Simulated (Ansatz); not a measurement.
# Au: the order of phases, without relativity, part 3 of 3

Aim: relax Au in several structures (fcc, bcc, hcp, sc, diamond) and rank them by energy, without relativity. The runs shown use LAPW. Companion runs by PAW are cited.

Ansatz 0.2.0; DFT PBE; a cell built from a prototype (fcc type), not taken from measurement. Earlier steps stand in the parts before.

## 6. Sc relaxed, LAPW

The input, input.yaml:

```yaml
crystal:
  lattice:
    - [2.7485729943, 0.0, 0.0]
    - [0.0, 2.7485729943, 0.0]
    - [0.0, 0.0, 2.7485729943]
  atoms:
    - { symbol: Au, position: [0.0, 0.0, 0.0] }
kpoints:
  mp_grid: { grid: [15, 15, 15] }
scf:
  occupations: { method: fermi_dirac, width: 0.05 }
hamiltonian:
  xc: pbe
  pseudopotentials:
    kind: all_electron
    lapw: { basis_error: 0.0005 }
    relativity: none
output:
  forces: true
  stress: true
  eigenvalues: true
  populations: true
relax:
  f_tol: 0.005
  max_steps: 25
  cell: {}
```

Run with:

```
> ansatz run input.yaml --threads 1 --pin off --max-ram 3072MiB --backend cpu --events-out ev --progress --plain --runs-dir out
```

Output:

```text
The last accepted step is kept in <dir> (removed where the run ends without a failure and the disk answers)
Au: projections on atomic orbitals take those of the free atom 1s2 2s2 2p6 3s2 3p6 3d10 4s2 4p6 4d10 4f14 5s2 5p6 5d10 6s1, of charge +0.00 (hamiltonian.pseudopotentials.projection_atoms)
LAPW: plane waves up to 9.153 Å⁻¹, error target 5.0e-4 eV per atom; Au in spheres of 1.333 Å, 43 of its electrons in bands, Dirac shells []
Engine: ansatz 0.2.0
Pseudopotentials: kind: all_electron
Pseudopotential: Au, LAPW, valence charge 43, Schrödinger's equation, point nucleus
Functional definition: PBE
  parameter kappa = 0.804
  parameter beta = 0.06672455060314922
  exchange = pbe_x(kappa = kappa, mu = beta*pi^2/3)
  correlation = pbe_c(beta = beta)
Crystal: 1 atoms, lattice volume = 20.765 Å³
Basis set: ecut = 319.17337437667715 eV, 257 PW (Γ), exchange–correlation at level 2
Bands: 26, of which v1, the nominal top of the filled ones, is band 22 counted from 1 (21 counted from 0)
Symmetry: 48 space group operations
Space group: Pm-3m (ITA 221), of the structure as read, at distance tolerance 2.7e-5 Å
k-points: 120 of 3375
Non-local potential: Au, projectors of the file, none
Initial density: superposition of atomic densities (chi_scale 0.1, normalization cell)
Initial wavefunctions: plane waves of lowest kinetic energy (no species holds an atomic orbital)
Functional: x = pbe(κ = 0.804, μ = 0.2195149727645171), c = pbe(β = 0.06672455060314922)
iter 1 solved again at ethr=2.44e-4 eV; its pass at ethr=1.00e-1 eV (dr2=1.05e-1 eV) is discarded
SCF iter   1: F=—  HF=-486246.004184 eV  |F-HF|=—  |Δ(HF+E_count)|=         —  Δρ=2.21e-2  dr2=1.05e-1  ethr=2.44e-4  ⟨swp⟩=2.9  Hψ=19575  notcnv=0
preconditioner: auto → none  [insulator: Δε(μ)=0.322 eV  Ē_g=15.480 eV  σ=0.050 eV  W_gap=0.57  n_scr=6 (ndim 8)  ℏωp=27.0 eV  f_vac=0.217  D(μ)=0.25/eV (n_scr^D=0)  ε∞_Penn≈4.0]
iter 2 solved again at ethr=9.04e-7 eV; its pass at ethr=2.44e-4 eV (dr2=3.89e-4 eV) is discarded
SCF iter   2: F=—  HF=-486245.869034 eV  |F-HF|=—  |Δ(HF+E_count)|=   1.35e-1  Δρ=2.03e-3  dr2=3.89e-4  ethr=9.04e-7  ⟨swp⟩=2.5  Hψ=15991  notcnv=0
SCF iter   3: F=—  HF=-486245.853697 eV  |F-HF|=—  |Δ(HF+E_count)|=   1.53e-2  Δρ=3.05e-3  dr2=1.60e-3  ethr=9.04e-7  ⟨swp⟩=3.0  Hψ=9622  notcnv=0
SCF iter   4: F=—  HF=-486245.853326 eV  |F-HF|=—  |Δ(HF+E_count)|=   3.71e-4  Δρ=9.53e-4  dr2=1.31e-4  ethr=9.04e-7  ⟨swp⟩=3.0  Hψ=9353  notcnv=0
SCF iter   5: F=—  HF=-486245.853336 eV  |F-HF|=—  |Δ(HF+E_count)|=   1.01e-5  Δρ=1.59e-4  dr2=2.41e-6  ethr=3.04e-7  ⟨swp⟩=2.6  Hψ=9048  notcnv=0
SCF iter   6: F=-486245.853339 eV  HF=-486245.853339 eV  |F-HF|=1.04e-8  |Δ(HF+E_count)|=   3.69e-6  Δρ=8.49e-6  dr2=8.29e-9  ethr=5.60e-9  ⟨swp⟩=3.0  Hψ=9426  notcnv=0
SCF 1 converged in 6 iterations: F = -486245.853339 eV  dr2 = 8.29e-9
relax step   1: F+E_penalty+E_count = -486245.85333937 eV  Δ(F+E_penalty+E_count) = +0.000e0 eV  max|allowed force component| = 0.000e0 eV/Å  Δτ_max = 0.0000 Å  P = +19.084 GPa  Ω = 20.765 Å³  (6 SCF iters, accepted)
Crystal: 1 atoms, lattice volume = 23.967 Å³
Basis set: ecut = 290.07000812284605 eV, 257 PW (Γ), exchange–correlation at level 2
Initial density: handed on by an earlier stage of this run
Initial wavefunctions: those handed on with the density
iter 1 solved again at ethr=1.28e-6 eV; its pass at ethr=1.00e-1 eV (dr2=5.52e-4 eV) is discarded
SCF iter   1: F=—  HF=-486246.059258 eV  |F-HF|=—  |Δ(HF+E_count)|=         —  Δρ=1.33e-3  dr2=5.45e-4  ethr=1.28e-6  ⟨swp⟩=4.9  Hψ=16977  notcnv=0
preconditioner: auto → none  [metal: Δε(μ)=0.134 eV  Ē_g=14.683 eV  σ=0.050 eV  W_gap=0.50  n_scr=6 (ndim 8)  ℏωp=25.2 eV  f_vac=0.217  D(μ)=0.27/eV (n_scr^D=0)]
SCF iter   2: F=—  HF=-486246.059128 eV  |F-HF|=—  |Δ(HF+E_count)|=   1.30e-4  Δρ=5.26e-4  dr2=8.21e-5  ethr=1.27e-6  ⟨swp⟩=2.0  Hψ=8955  notcnv=0
iter 3 solved again at ethr=1.37e-8 eV; its pass at ethr=1.91e-7 eV (dr2=5.91e-6 eV) is discarded
SCF iter   3: F=—  HF=-486246.059129 eV  |F-HF|=—  |Δ(HF+E_count)|=   1.54e-6  Δρ=1.54e-4  dr2=5.90e-6  ethr=1.37e-8  ⟨swp⟩=2.0  Hψ=15469  notcnv=0
SCF iter   4: F=—  HF=-486246.059117 eV  |F-HF|=—  |Δ(HF+E_count)|=   1.19e-5  Δρ=2.25e-5  dr2=6.58e-8  ethr=1.37e-8  ⟨swp⟩=2.3  Hψ=8990  notcnv=0
SCF iter   5: F=-486246.059117 eV  HF=-486246.059117 eV  |F-HF|=2.96e-8  |Δ(HF+E_count)|=   1.22e-7  Δρ=1.02e-5  dr2=1.43e-8  ethr=1.53e-10  ⟨swp⟩=3.0  Hψ=9380  notcnv=0
SCF 2 converged in 5 iterations: F = -486246.059117 eV  dr2 = 1.43e-8
relax step   2: F+E_penalty+E_count = -486246.05911747 eV  Δ(F+E_penalty+E_count) = -2.058e-1 eV  max|allowed force component| = 0.000e0 eV/Å  Δτ_max = 0.0000 Å  P = +3.712 GPa  Ω = 23.967 Å³  (5 SCF iters, accepted)
Crystal: 1 atoms, lattice volume = 24.892 Å³
Basis set: ecut = 282.8335574674959 eV, 257 PW (Γ), exchange–correlation at level 2
iter 1 solved again at ethr=1.51e-7 eV; its pass at ethr=1.00e-1 eV (dr2=6.49e-5 eV) is discarded
SCF iter   1: F=—  HF=-486246.073177 eV  |F-HF|=—  |Δ(HF+E_count)|=         —  Δρ=4.01e-4  dr2=4.90e-5  ethr=1.51e-7  ⟨swp⟩=4.8  Hψ=16833  notcnv=0
preconditioner: auto → none  [insulator: Δε(μ)=0.141 eV  Ē_g=14.372 eV  σ=0.050 eV  W_gap=0.56  n_scr=6 (ndim 8)  ℏωp=24.7 eV  f_vac=0.233  D(μ)=0.28/eV (n_scr^D=0)  ε∞_Penn≈3.9]
iter 2 solved again at ethr=8.04e-9 eV; its pass at ethr=1.14e-7 eV (dr2=3.46e-6 eV) is discarded
SCF iter   2: F=—  HF=-486246.073153 eV  |F-HF|=—  |Δ(HF+E_count)|=   2.33e-5  Δρ=1.10e-4  dr2=3.45e-6  ethr=8.04e-9  ⟨swp⟩=2.0  Hψ=15399  notcnv=0
SCF iter   3: F=—  HF=-486246.073151 eV  |F-HF|=—  |Δ(HF+E_count)|=   2.08e-6  Δρ=7.28e-5  dr2=1.41e-6  ethr=8.02e-9  ⟨swp⟩=2.6  Hψ=9033  notcnv=0
SCF iter   4: F=-486246.073151 eV  HF=-486246.073151 eV  |F-HF|=6.64e-9  |Δ(HF+E_count)|=   5.14e-7  Δρ=8.29e-6  dr2=9.27e-9  ethr=3.28e-9  ⟨swp⟩=2.6  Hψ=9034  notcnv=0
SCF 3 converged in 4 iterations: F = -486246.073151 eV  dr2 = 9.27e-9
relax step   3: F+E_penalty+E_count = -486246.07315067 eV  Δ(F+E_penalty+E_count) = -1.403e-2 eV  max|allowed force component| = 0.000e0 eV/Å  Δτ_max = 0.0000 Å  P = +1.249 GPa  Ω = 24.892 Å³  (4 SCF iters, accepted)
Crystal: 1 atoms, lattice volume = 25.483 Å³
Basis set: ecut = 278.4425442935617 eV, 257 PW (Γ), exchange–correlation at level 2
iter 1 solved again at ethr=6.62e-8 eV; its pass at ethr=1.00e-1 eV (dr2=2.84e-5 eV) is discarded
SCF iter   1: F=—  HF=-486246.075356 eV  |F-HF|=—  |Δ(HF+E_count)|=         —  Δρ=2.54e-4  dr2=2.02e-5  ethr=6.62e-8  ⟨swp⟩=4.6  Hψ=16699  notcnv=0
preconditioner: auto → none  [insulator: Δε(μ)=0.134 eV  Ē_g=14.186 eV  σ=0.050 eV  W_gap=0.57  n_scr=6 (ndim 8)  ℏωp=24.4 eV  f_vac=0.250  D(μ)=0.29/eV (n_scr^D=0)  ε∞_Penn≈4.0]
iter 2 solved again at ethr=2.81e-9 eV; its pass at ethr=4.70e-8 eV (dr2=1.21e-6 eV) is discarded
SCF iter   2: F=—  HF=-486246.075345 eV  |F-HF|=—  |Δ(HF+E_count)|=   1.12e-5  Δρ=6.47e-5  dr2=1.21e-6  ethr=2.81e-9  ⟨swp⟩=2.0  Hψ=15419  notcnv=0
SCF iter   3: F=—  HF=-486246.075344 eV  |F-HF|=—  |Δ(HF+E_count)|=   1.18e-6  Δρ=4.66e-5  dr2=5.97e-7  ethr=2.80e-9  ⟨swp⟩=2.5  Hψ=9040  notcnv=0
SCF iter   4: F=-486246.075343 eV  HF=-486246.075343 eV  |F-HF|=3.49e-10  |Δ(HF+E_count)|=   1.57e-7  Δρ=5.44e-6  dr2=4.21e-9  ethr=1.39e-9  ⟨swp⟩=2.5  Hψ=9043  notcnv=0
SCF 4 converged in 4 iterations: F = -486246.075343 eV  dr2 = 4.21e-9
relax step   4: F+E_penalty+E_count = -486246.07534345 eV  Δ(F+E_penalty+E_count) = -2.193e-3 eV  max|allowed force component| = 0.000e0 eV/Å  Δτ_max = 0.0000 Å  P = -0.027 GPa  Ω = 25.483 Å³  (4 SCF iters, accepted)
iter 1 solved again at ethr=9.76e-12 eV; its pass at ethr=1.00e-1 eV (dr2=4.20e-9 eV) is discarded
SCF iter   1: F=—  HF=-486246.075344 eV  |F-HF|=—  |Δ(HF+E_count)|=         —  Δρ=5.44e-6  dr2=4.21e-9  ethr=9.76e-12  ⟨swp⟩=3.9  Hψ=15413  notcnv=0
preconditioner: auto → none  [insulator: Δε(μ)=0.135 eV  Ē_g=14.182 eV  σ=0.050 eV  W_gap=0.57  n_scr=6 (ndim 8)  ℏωp=24.4 eV  f_vac=0.250  D(μ)=0.29/eV (n_scr^D=0)  ε∞_Penn≈4.0]
SCF iter   2: F=-486246.075344 eV  HF=-486246.075344 eV  |F-HF|=2.44e-9  |Δ(HF+E_count)|=   1.22e-7  Δρ=3.52e-6  dr2=1.89e-9  ethr=9.76e-12  ⟨swp⟩=2.7  Hψ=9128  notcnv=0
SCF 5 converged in 2 iterations: F = -486246.075344 eV  dr2 = 1.89e-9
relax step   5: F+E_penalty+E_count = -486246.07534380 eV  Δ(F+E_penalty+E_count) = -3.502e-7 eV  max|allowed force component| = 0.000e0 eV/Å  Δτ_max = 0.0000 Å  P = -0.026 GPa  Ω = 25.483 Å³  stress off target by 2.62e-2 GPa  SCF on the basis re-selected at this cell (its energy is not comparable with the rows above)  (2 SCF iters)
basis re-selected at this cell: Δ(F+E_penalty+E_count) = -3.502e-7 eV, ΔP = +0.000 GPa vs the last step (what re-selecting the basis moved, after the strain that the cell walked since its last selection, with what the two solves' SCF thresholds leave and, on support functions, any second-order correction that the steps lacked; it is no measure of the basis error at this ecutwfc). This SCF's stress stands 2.62e-2 GPa from its target on what of the cell is left free (relax.cell.stress_tol is 5.00e-2 GPa) and its largest allowed force component is 0.00e0 eV/Å (relax.f_tol is 5.00e-3 eV/Å): within both
SCF converged after 2 iterations
Free energy (F): -486246.075344 eV
Harris-Foulkes:  -486246.075344 eV  (|F-HF|=2.44e-9)
Internal energy: -486246.072871 eV  (E = F + TS)
E sigma→0 (E₀):  -486246.074107 eV
Entropy (-TS):   -0.002473 eV (-2.473 meV/atom)
Fermi energy:    15.905039 eV
--- Per-component energies (eV) ---
  E_band       = -4369.334155
  E_kinetic    = 486126.746788
  E_xc         = -9304.440998
  E_electrostatic = -963068.378661  (all electrons and nuclei)
  E_smearing   = -0.002473  (= −TS)
  E_closure    = 0.000000  (closes the sum)
  E_atoms      = -486243.963681  (free atoms, spherical and without spin; not in F)
  Σ components = -486246.075344   (vs F -486246.075344, Δ=0.00e0)
  Basis errors (estimates in eV, not in F): energy 1.5e-4 per atom: plane waves 1.3e-4 (7.1e-5 summed), levels above the bands 1.7e-114, relativity 0.0e0, radial functions 1.8e-5, core shells 6.3e-8; eigenvalues (radial functions only) 2.0e-6; not estimated: angular momenta, meshes, grids; target (lapw.basis_error) 5.0e-4; muffin-tin radii Au 1.427 Å
--- Forces (eV/Å), atoms counted from 1 ---
  atom   1  Au     0.00000000     0.00000000    -0.00000000
  max |Σ_I F_I| component: 4.60e-31 eV/Å
--- Stress (GPa, compression-positive) ---
       -0.026249       0.000000       0.000000
        0.000000      -0.026249      -0.000000
        0.000000      -0.000000      -0.026249
  P = ⅓ Tr σ = -0.0262 GPa (-0.262 kbar)
--- Band table (eV; the first three rows and the last of 120) ---
  k-point 0: bands = ["-310.7394", "-310.7394", "-310.7230", "-310.7230", "-310.7230", "-75.0214", "-75.0214", "-75.0214", "-75.0127", "-75.0127", "-75.0127", "-75.0014", "-65.0864", "-34.7398", "-34.7398", "-34.7398", "9.7375", "9.7375", "10.3947", "12.5171", "12.5171", "12.5171", "28.0439", "28.0439", "28.0439", "33.0511"]
  k-point 1: bands = ["-310.7394", "-310.7394", "-310.7230", "-310.7230", "-310.7230", "-75.0215", "-75.0214", "-75.0214", "-75.0127", "-75.0127", "-75.0127", "-75.0014", "-65.0858", "-34.7460", "-34.7394", "-34.7394", "9.7482", "9.7970", "10.4863", "12.4738", "12.4738", "12.5206", "27.2528", "28.1814", "28.1814", "32.9057"]
  k-point 2: bands = ["-310.7394", "-310.7394", "-310.7230", "-310.7230", "-310.7230", "-75.0215", "-75.0214", "-75.0214", "-75.0127", "-75.0126", "-75.0126", "-75.0014", "-65.0842", "-34.7636", "-34.7380", "-34.7380", "9.7786", "9.9408", "10.7883", "12.3537", "12.3537", "12.5308", "25.6583", "28.5806", "28.5806", "32.5146"]
  k-point 119: bands = ["-310.7394", "-310.7394", "-310.7230", "-310.7230", "-310.7230", "-75.0216", "-75.0216", "-75.0216", "-75.0126", "-75.0126", "-75.0126", "-75.0015", "-65.0489", "-34.8545", "-34.8544", "-34.8544", "10.3234", "10.3385", "10.3385", "13.2776", "13.2776", "22.8290", "23.3497", "23.3497", "24.7340", "28.8661"]
--- Relaxed structure (4 steps of the walk, 4 accepted, 1 SCFs on fresh bases) ---
  F+E_penalty+E_count = -486246.07534380 eV   max|allowed force component| = 0.000e0 eV/Å   (the final SCF, on the basis selected at the relaxed cell)
  cell:  # Å, volume = 25.4835 Å³
    - [2.942746188560193, -8.787055371266764e-34, -4.49383653690355e-34]
    - [-8.787055371266764e-34, 2.942746188560193, 0.0]
    - [-4.49383653690355e-34, 0.0, 2.942746188560193]
  atoms:
    - { symbol: Au, position: [0.0, 0.0, 0.0] }
--- Löwdin populations: 1 site ---
  site symbol       q [e]
     0     Au     78.8886
  spilling = 0.001410 (of n_electrons = 79.000000)
```

It took 76 s on 1 thread of Arm Neoverse V1, shared host; peak memory 0.39 GiB.

Step by step:

```
step  energy from step 1 (eV/cell)  largest force component (eV/Å)  pressure (GPa)  volume (Å³)
   1                        0.0000                          0.0000           19.08        20.76
   2                       -0.2058                          0.0000            3.71        23.97
   3                       -0.2198                          0.0000            1.25        24.89
   4                       -0.2220                          0.0000           -0.03        25.48
   5                       -0.2220                          0.0000           -0.03        25.48
```

Step 1 is the start. Step 5 repeats the geometry before on a plane-wave basis chosen anew for that cell, so the energy can jump there without any move; the table keeps such jumps.

| input's cell | before | after | change |
| --- | --- | --- | --- |
| a (Å) | 2.749 | 2.943 | +7.1 % |
| b (Å) | 2.749 | 2.943 | +7.1 % |
| c (Å) | 2.749 | 2.943 | +7.1 % |
| volume (Å³/atom) | 20.76 | 25.48 | +22.7 % |

In short: pressure -0.03 GPa; no gap.

## 7. Diamond relaxed, LAPW

The input, input.yaml:

```yaml
crystal:
  lattice:
    - [0.0, 3.0806280692, 3.0806280692]
    - [3.0806280692, 0.0, 3.0806280692]
    - [3.0806280692, 3.0806280692, 0.0]
  atoms:
    - { symbol: Au, position: [-0.125, -0.125, -0.125] }
    - { symbol: Au, position: [0.125, 0.125, 0.125] }
kpoints:
  mp_grid: { grid: [13, 13, 13] }
scf:
  occupations: { method: fermi_dirac, width: 0.05 }
hamiltonian:
  xc: pbe
  pseudopotentials:
    kind: all_electron
    lapw: { basis_error: 0.0005 }
    relativity: none
output:
  forces: true
  stress: true
  eigenvalues: true
  populations: true
relax:
  f_tol: 0.005
  max_steps: 25
  cell: {}
```

Run with:

```
> ansatz run input.yaml --threads 1 --pin off --max-ram 3072MiB --backend cpu --events-out ev --progress --plain --runs-dir out
```

Output (excerpt; [...] marks lines left out):

```text
[...]
Au: projections on atomic orbitals take those of the free atom 1s2 2s2 2p6 3s2 3p6 3d10 4s2 4p6 4d10 4f14 5s2 5p6 5d10 6s1, of charge +0.00 (hamiltonian.pseudopotentials.projection_atoms)
LAPW: plane waves up to 9.470 Å⁻¹, error target 5.0e-4 eV per atom; Au in spheres of 1.294 Å, 49 of its electrons in bands, Dirac shells []
[...]
[... 1 set-up line as earlier in the session ...]
[...]
relax step   4: F+E_penalty+E_count = -972491.30229329 eV  Δ(F+E_penalty+E_count) = -1.025e-2 eV  max|allowed force component| = 9.541e-18 eV/Å  Δτ_max = 0.0000 Å  P = +0.220 GPa  Ω = 74.336 Å³  (4 SCF iters, accepted)
[...]
SCF iter   4: F=-972491.302791 eV  HF=-972491.302791 eV  |F-HF|=4.19e-9  |Δ(HF+E_count)|=   6.81e-8  Δρ=3.33e-6  dr2=7.31e-9  ethr=4.49e-10  ⟨swp⟩=3.0  Hψ=14230  notcnv=0
```

## 8. The log goes on: diamond relaxed, LAPW

Output, continued (excerpt; [...] marks lines left out):

```text
[...]
relax step   5: F+E_penalty+E_count = -972491.30279073 eV  Δ(F+E_penalty+E_count) = -4.974e-4 eV  max|allowed force component| = 1.446e-17 eV/Å  Δτ_max = 0.0000 Å  P = +0.012 GPa  Ω = 75.030 Å³  (4 SCF iters, accepted)
[...]
    - [3.347616018630943, -4.076297576883348e-34, 3.347616018630943]
    - [3.347616018630943, 3.347616018630943, -5.47752493536276e-34]
  atoms:
    - { symbol: Au, position: [-0.12500000000000003, -0.12500000000000003, -0.12500000000000003] }
    - { symbol: Au, position: [0.12500000000000003, 0.12500000000000003, 0.12500000000000003] }
--- Löwdin populations: 2 sites ---
  site symbol       q [e]
     0     Au     78.9534
     1     Au     78.9534
  spilling = 0.000590 (of n_electrons = 158.000000)
```

Run time: 6 min. Hardware: 1 thread of Arm Neoverse V1, shared host; peak memory 0.71 GiB.

The steps of the relaxation:

```
step  energy from step 1 (eV/cell)  largest force component (eV/Å)  pressure (GPa)  volume (Å³)
   1                        0.0000                          0.0000           11.23        58.47
   2                       -0.3726                          0.0000            3.18        67.45
   3                       -0.4289                          0.0000            1.10        71.79
   4                       -0.4391                          0.0000            0.22        74.34
   5                       -0.4396                          0.0000            0.01        75.03
   6                       -0.4396                          0.0000            0.01        75.03
```

Step 1 is the start. Step 6 repeats the geometry before on a plane-wave basis chosen anew for that cell, so the energy can jump there without any move; the table keeps such jumps.

| input's cell | before | after | change |
| --- | --- | --- | --- |
| a (Å) | 4.357 | 4.734 | +8.7 % |
| b (Å) | 4.357 | 4.734 | +8.7 % |
| c (Å) | 4.357 | 4.734 | +8.7 % |
| volume (Å³/atom) | 29.24 | 37.52 | +28.3 % |

This run gives: pressure 0.01 GPa; no gap.

## 9. All runs together

The PAW rows are taken from companion runs at the same settings.

Free energy per atom, from each method's lowest phase:

```
method    start  space group, start → end  volume (Å³/atom)  pressure (GPa)  free energy (meV/atom)
  LAPW      fcc             Fm-3m → Fm-3m            21.752             0.0                     0.8
  LAPW      bcc             Im-3m → Im-3m            21.970             0.0                    30.1
  LAPW      hcp       P6_3/mmc → P6_3/mmc            21.787             0.0                     0.0
  LAPW       sc             Pm-3m → Pm-3m            25.483             0.0                   315.6
  LAPW  diamond             Fd-3m → Fd-3m            37.515             0.0                   739.6
   PAW      fcc             Fm-3m → Fm-3m            17.962             0.0                     0.0
   PAW      bcc             Im-3m → Im-3m            17.995             0.0                    18.8
   PAW      hcp       P6_3/mmc → P6_3/mmc            18.008             0.0                     9.8
   PAW       sc             Pm-3m → Pm-3m            20.765             0.0                   198.0
   PAW  diamond             Fd-3m → Fd-3m            29.236             0.0                   715.0
```

## 10. Outcome

What follows sums up all 3 parts.

| quantity | value |
| --- | --- |
| lowest (LAPW) | hcp, 0.8 meV/atom under fcc |
| lowest (PAW) | fcc, 9.8 meV/atom under hcp |

**Reading.** By LAPW the order is hcp ≈ fcc < bcc < sc < diamond; the first two lie within 0.8 meV/atom, too close to call. By PAW the order is fcc < hcp < bcc < sc < diamond. Only LAPW drops relativity: the PAW files are scalar-relativistic and give the starting cells, so the two sets of rows differ by relativity and by the method's own errors together. Only these structures were tried, with electrons smeared by 0.05 eV and without vibrations, so the true ground state may be another. The k meshes differ between phases and weren't tested, which can move differences by some meV. Spin-orbit coupling is left out, though the cell holds Au; in elements this heavy it can shift bands and gaps by tenths of an eV.
